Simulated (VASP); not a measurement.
# Ag (Fm-3m) in VASP: a series of runs, part 2 of 2

VASP 6.6.1. The steps go on from the part before.

**4. Relaxation of the atoms, r2SCAN (a relaxed cell with its volume scaled by 0.96)**

The input, INCAR:

```
SYSTEM = Ag
PREC = Accurate
ENCUT = 600
EDIFF = 1E-7
ISMEAR = 1
SIGMA = 0.1
LREAL = .FALSE.
LASPH = .TRUE.
NELM = 80
ALGO = Normal
ISIF = 2
LWAVE = .FALSE.
LCHARG = .FALSE.
METAGGA = R2SCAN
LMIXTAU = .TRUE.
IBRION = 2
NSW = 40
EDIFFG = -0.01
```

The input, KPOINTS:

```
Automatic mesh
0
G
  16 16 16
  0 0 0
```

The input, POSCAR:

```
Ag                                      
1.0
    0.0000000000      2.0253219116      2.0253219116
    2.0253219116      0.0000000000      2.0253219116
    2.0253219116      2.0253219116      0.0000000000
  Ag            
     1
Direct
     0.0000000000000000    0.0000000000000000    0.0000000000000000
```

Potentials or basis: VASP PAW PBE potentials, release 64 (Ag).

The run is started by

```
$ cat potpaw_PBE.64/Ag/POTCAR > POTCAR
$ mpirun -np 1 vasp_std > vasp.out
```

OUTCAR:

```text
SYSTEM = Ag
   PREC = Accurate
   ENCUT = 600
   EDIFF = 1E-7
   ISMEAR = 1
   LREAL = .FALSE.
   LASPH = .TRUE.
   NELM = 80
   ISIF = 2
   METAGGA = R2SCAN
   IBRION = 2
   NSW = 40
   EDIFFG = -0.01

 ion  position               nearest neighbor table
   1  0.000  0.000  0.000-

  LATTYP: Found a face centered cubic cell.
 ALAT       =     4.0506438232

  Lattice vectors:

 A1 = (   0.0000000000,   2.0253219116,   2.0253219116)
 A2 = (   2.0253219116,   0.0000000000,   2.0253219116)
 A3 = (   2.0253219116,   2.0253219116,   0.0000000000)

Analysis of symmetry for initial positions (statically):
=====================================================================
 Subroutine PRICEL returns:
 Original cell was already a primitive cell.

 Routine SETGRP: Setting up the symmetry group for a
 face centered cubic supercell.

 Subroutine GETGRP returns: Found 48 space group operations
 (whereof 48 operations were pure point group operations)
 out of a pool of 48 trial point group operations.

The static configuration has the point symmetry O_h .

Analysis of symmetry for dynamics (positions and initial velocities):
=====================================================================
 Subroutine PRICEL returns:
 Original cell was already a primitive cell.

 Routine SETGRP: Setting up the symmetry group for a
 face centered cubic supercell.

 Subroutine GETGRP returns: Found 48 space group operations
 (whereof 48 operations were pure point group operations)
 out of a pool of 48 trial point group operations.

The dynamic configuration has the point symmetry O_h .

 Subroutine INISYM returns: Found 48 space group operations
 (whereof 48 operations are pure point group operations),
 and found     1 'primitive' translations

----------------------------------------------------------------------------------------

                                     Primitive cell

  volume of cell :      16.6155

  direct lattice vectors                    reciprocal lattice vectors
     0.000000000  2.025321912  2.025321912    -0.246874335  0.246874335  0.246874335
     2.025321912  0.000000000  2.025321912     0.246874335 -0.246874335  0.246874335
     2.025321912  2.025321912  0.000000000     0.246874335  0.246874335 -0.246874335

  length of vectors
     2.864237716  2.864237716  2.864237716     0.427598891  0.427598891  0.427598891

  position of ions in fractional coordinates (direct lattice)
     0.000000000  0.000000000  0.000000000

  ion indices of the primitive-cell ions
   primitive index   ion index
                 1           1

----------------------------------------------------------------------------------------

 KPOINTS: Automatic mesh

Automatic generation of k-mesh.
 Grid dimensions read from file:
 generate k-points for:   16   16   16

 Generating k-lattice:

  Cartesian coordinates                     Fractional coordinates (reciprocal lattice)
    -0.015429646  0.015429646  0.015429646     0.062500000  0.000000000  0.000000000
     0.015429646 -0.015429646  0.015429646     0.000000000  0.062500000  0.000000000
     0.015429646  0.015429646 -0.015429646     0.000000000  0.000000000  0.062500000

  Length of vectors
     0.026724931  0.026724931  0.026724931

  Shift w.r.t. Gamma in fractional coordinates (k-lattice)
     0.000000000  0.000000000  0.000000000

 Subroutine IBZKPT returns following result:
 ===========================================

 Found    145 irreducible k-points:

 Following reciprocal coordinates:
            Coordinates               Weight
  0.000000  0.000000  0.000000      1.000000
  0.062500  0.000000  0.000000      8.000000
  0.125000  0.000000  0.000000      8.000000
  0.187500  0.000000  0.000000      8.000000
  0.250000  0.000000  0.000000      8.000000
  0.312500  0.000000  0.000000      8.000000
[... 16 lines left out ...]
 -0.125000  0.062500  0.000000     24.000000
 -0.062500  0.062500  0.000000     12.000000
 [... further k-points ...]
   k-points           NKPTS =    145   k-points in BZ     NKDIM =    145   number of bands    NBANDS=      9
   number of dos      NEDOS =    301   number of ions     NIONS =      1
   total plane-waves  NPLWV =  13824
   dimension x,y,z NGX =    24 NGY =   24 NGZ =   24
   dimension x,y,z NGXF=    48 NGYF=   48 NGZF=   48
   ions per type =               1
   NGX,Y,Z   is equivalent  to a cutoff of  13.93, 13.93, 13.93 a.u.
   NGXF,Y,Z  is equivalent  to a cutoff of  27.86, 27.86, 27.86 a.u.
 SYSTEM =  Ag
   PREC   = accura    normal or accurate (medium, high low for compatibility)
   ISTART =      0    job   : 0-new  1-cont  2-samecut
   ICHARG =      2    charge: 1-file 2-atom 10-const
   ISPIN  =      1    spin polarized calculation?
   LNONCOLLINEAR =      F non collinear calculations
   LSORBIT =      F    spin-orbit coupling
   LASPH  =      T    aspherical Exc in radial PAW
   ENCUT  =  600.0 eV  44.10 Ry    6.64 a.u.   5.72  5.72  5.72*2*pi/ulx,y,z
   NELM   =     80;   NELMIN=  2; NELMDL= -5     # of ELM steps
   EDIFF  = 0.1E-06   stopping-criterion for ELM
   LREAL  =      F    real-space projection
   EDIFFG = -.1E-01   stopping-criterion for IOM
   NSW    =     40    number of steps for IOM
   IBRION =      2    ionic relax: 0-MD 1-quasi-New 2-CG
   NFREE  =      1    steps in history (QN), initial steepest desc. (CG)
   ISIF   =      2    stress and relaxation
   ISYM   =      2    0-nonsym 1-usesym 2-fastsym
   POTIM  = 0.5000    time-step for ionic-motion
   TEBEG  =    0.0;   TEEND  =   0.0 temperature during run
   PSTRESS=    0.0 pullay stress
   NELECT =      11.0000    total number of electrons
   NUPDOWN=      -1.0000    fix difference up-down
   EMIN   =  10.00;   EMAX   =-10.00  energy-range for DOS
   EFERMI =   0.00;   METHOD = LEGACY
   ISMEAR =     1;   SIGMA  =   0.10  broadening in eV -4-tet -1-fermi 0-gaus
   EFERMI_NEDOS =   21; number of points for ismear=-14 and -15
   IALGO  =     38    algorithm
   IMIX   =      4    mixing-type and parameters
     AMIX     =   0.40;   BMIX     =  1.00
     AMIX_MAG =   1.60;   BMIX_MAG =  1.00
  volume/ion in A,a.u.               =      16.62       112.13
  Fermi-wavevector in a.u.,A,eV,Ry     =   1.426817  2.696294 27.698840  2.035807
  Thomas-Fermi vector in A             =   2.547053
   LORBIT       =      0    0 simple, 1 ext, 2 COOP (PROOUT), +10 PAW based schemes
   METAGGA = R2SCAN    functional components
   LHFCALC =     F    Hartree Fock is set to
   AEXX    =    0.0000 exact exchange contribution
   IVDW    =     0    specifies the selected vdW correction
   LEPSILON=     F    determine dielectric tensor
   LRPA    =     F    only Hartree local field effects (RPA)
 conjugate gradient relaxation of ions
 non-spin polarized calculation
 Methfessel and Paxton  Order N= 1 SIGMA  =   0.10
  energy-cutoff  :      600.00
  volume of cell :       16.62
 maximum number of plane-waves:       568
   NGX = 11   NGY = 11   NGZ = 11

 number of electron      11.0000001 magnetization

 Free energy of the ion-electron system (eV)
  ---------------------------------------------------
  ext. energy  EPLUGINS =         0.00000000
  ---------------------------------------------------
  free energy    TOTEN  =       -21.34818756 eV

  energy without entropy =      -21.34769981  energy(sigma->0) =      -21.34802497

 E-fermi :   8.7458     XC(G=0): -13.1502

 val. band max:        8.7226249114   @ k =   0.5000   0.3125   0.1250
 cond. band min:       8.7539428251   @ k =   0.5000   0.1875   0.0625
 fundamental gap:      0.0313179137
 Fermi energy:         8.7458197660

 k-point     1 :       0.0000    0.0000    0.0000
  band No.  band energies     occupation
      1       0.6335      2.00000
      2       3.5569      2.00000
      3       3.5569      2.00000
      4       3.5569      2.00000
      5       4.6521      2.00000
      6       4.6521      2.00000
      7      25.5135      0.00000
      8      29.4057      0.00000
      9      29.4057      0.00000
[... 265 lines left out ...]
 k-point    24 :      -0.0625    0.0625    0.0000
  band No.  band energies     occupation
      1       0.9718      2.00000
      2       3.4646      2.00000
      3       3.6425      2.00000
      4       3.6739      2.00000
      5       4.5671      2.00000
      6       4.6743      2.00000
      7      25.5256      0.00000
      8      27.3215      0.00000
      9      28.7891      0.00000

 [... further k-points ...]

------------------------ aborting loop because EDIFF is reached ----------------------------------------

  FORCE on cell =-STRESS in cart. coord.  units (eV):
  Direction    XX          YY          ZZ          XY          YZ          ZX
  --------------------------------------------------------------------------------------
  -------------------------------------------------------------------------------------
  Total        0.4948588      0.4948588      0.4948588      0.0000000      0.0000000     -0.0000000
  in kB       47.7177178     47.7177178     47.7177178      0.0000000      0.0000000     -0.0000000
  external PRESSURE =      47.7177178 kB  Pullay stress =       0.0000000 kB

 VOLUME and BASIS-vectors are now :
 -----------------------------------------------------------------------------
  energy-cutoff  :      600.00
  volume of cell :       16.62
      direct lattice vectors                 reciprocal lattice vectors
     0.000000000  2.025321912  2.025321912    -0.246874335  0.246874335  0.246874335
     2.025321912  0.000000000  2.025321912     0.246874335 -0.246874335  0.246874335
     2.025321912  2.025321912  0.000000000     0.246874335  0.246874335 -0.246874335

 POSITION                                       TOTAL-FORCE (eV/Angst)
 -----------------------------------------------------------------------------------
      0.00000      0.00000      0.00000        -0.000000      0.000000     -0.000000
 -----------------------------------------------------------------------------------
    total drift:                               -0.000000      0.000000      0.000000

  FREE ENERGIE OF THE ION-ELECTRON SYSTEM (eV)
  ---------------------------------------------------
  free  energy   TOTEN  =       -21.3481875567 eV

  energy  without entropy=      -21.3476998051  energy(sigma->0) =      -21.34802497

 reached required accuracy - stopping structural energy minimisation
```

Wall time 64 s (1 thread of AMD EPYC 9R45 (Zen 5), shared host); peak memory 0.14 GiB.

Results:

| Item | Value |
| --- | --- |
| Free energy | -21.3482 eV |
| Pressure after relaxing | 4.8 GPa |
| Band gap on the k mesh | none (metal or under the smearing width) |

Final structure:
```
Ag
1.0
     0.00000    2.02532    2.02532
     2.02532    0.00000    2.02532
     2.02532    2.02532    0.00000
Ag
1
Direct
  0.00000 0.00000 0.00000
```

Caveat: the relaxation stopped at its first step, so nothing moved; the PAW data sets were made with another functional, which shifts forces and pressure a little.

**5. Summary**

```tsv
task	cell	gap on the mesh (eV)	pressure (GPa)
relaxation of cell and atoms	relaxed	none	0.0
relaxation of the atoms	atoms relaxed from: a relaxed cell with its volume scaled by 0.94	none	7.7
relaxation of the atoms	atoms relaxed from: a relaxed cell with its volume scaled by 0.96	none	4.8
```

Alike in all rows: level r2SCAN; potentials or basis VASP PAW PBE potentials, release 64 (Ag); no spin polarisation; k mesh 16 × 16 × 16; cutoff (eV) 600; smearing methfessel-paxton 0.1 eV.

Caveats: the relaxation stopped at its first step, so nothing moved; the PAW data sets were made with another functional, which shifts forces and pressure a little.

Total energies depend on the potentials used, so only differences within one code and one set of settings carry meaning.
